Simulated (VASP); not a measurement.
Here is a VASP 6.6.1 calculation.

File POSCAR:

```
H
1.0
    1.6485318600     -2.7316882300      0.0000000000
    1.6485318600      2.7316882300      0.0000000000
    0.0000000000      0.0000000000      6.3137686200
H
4
Direct
    0.5678085000      0.4321915000      0.9995149500
    0.4321915000      0.5678085000      0.0004850500
    0.4321915000      0.5678085000      0.4995149500
    0.5678085000      0.4321915000      0.5004850500
```

INCAR.step1

```
SYSTEM = H
  PREC = Accurate
  ENCUT = 520
  ISMEAR = 0
  SIGMA = 0.02
  LREAL = .FALSE.
  LASPH = .TRUE.
  NELM = 100
  NBANDS = 10
  GGA = PE
  ALGO = Normal
  EDIFF = 1E-4
  LWAVE = .TRUE.
  LCHARG = .FALSE.
```

File INCAR.step2:

```
SYSTEM = H
  PREC = Accurate
  ENCUT = 520
  EDIFF = 1E-6
  ISMEAR = 0
  SIGMA = 0.02
  LREAL = .FALSE.
  LASPH = .TRUE.
  NELM = 100
  ALGO = Normal
  ISIF = 2
  LWAVE = .FALSE.
  LCHARG = .FALSE.
  METAGGA = R2SCAN
  LMIXTAU = .TRUE.
  NBANDS = 10
  ISTART = 1
```

Contents of KPOINTS:

```
regular mesh
0
G
  8 8 4
  0 0 0
```

Potentials or basis: VASP PAW PBE potentials, release 64 (H).

Run with:

```bash
$ cat potpaw_PBE.64/H/POTCAR > POTCAR
$ cp INCAR.step1 INCAR
$ mpirun -np 1 vasp_std > vasp.out
$ cp INCAR.step2 INCAR
$ mpirun -np 1 vasp_std > vasp.out
```

Q: What does it give for the pressure?

A: 0.1 GPa.

Q: Estimate the band gap on the k mesh.

A: 9.09 eV.

Forces in eV/Å, atoms in the order of the input:
```
H    0.000 -0.010  0.000
H    0.000  0.010  0.000
H    0.000  0.010  0.000
H    0.000 -0.010  0.000
```

Caveat: the PAW data sets were made with another functional, which shifts forces and pressure a little. r2SCAN opens gaps a little over a GGA but as a rule still falls short of measured ones.
